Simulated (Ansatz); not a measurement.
**How long does this Ansatz run take?**

```yaml
crystal:
  lattice:
    - [0.0, 2.179, 2.15721]
    - [2.179, 0.0, 2.15721]
    - [2.179, 2.179, 0.0]
  atoms:
    - { symbol: Si, position: [0.0, 0.0, 0.0] }
    - { symbol: C, position: [0.25, 0.25, 0.25] }
kpoints:
  mp_grid: { grid: [17, 17, 17] }
scf:
  occupations: { method: fermi_dirac, width: 0.02 }
hamiltonian:
  xc: pbe
  pseudopotentials: { kind: paw }
output:
  forces: true
  stress: true
  populations: true
  efg: { contact_densities: true }
  write_density: true
  write_potential: true
  elf: true
  volumetric_format: npy
relax:
  f_tol: 0.02
  max_steps: 60
```

```sh
ansatz run input.yaml --threads 1 --pin off --max-ram 3072MiB --backend cpu --events-out ev --progress --plain --runs-dir out
```

It runs on 1 thread of Intel Xeon Platinum 8488C (Sapphire Rapids) (x86_64; 16 cores open to the job, memory cap 3.0 GiB, no GPU), a shared host with a load of 0.3 a core.

Task: Estimate the wall time and the peak memory.

Result: About 7.5 s of wall time (7.4 s of CPU time) and 0.51 GiB. The run holds 8 valence electrons in 8 bands, about 411 plane waves a k-point and 405 irreducible k-points, and took 6 SCF iterations, over 1 ionic steps. Times on a shared host vary by tens of per cent.
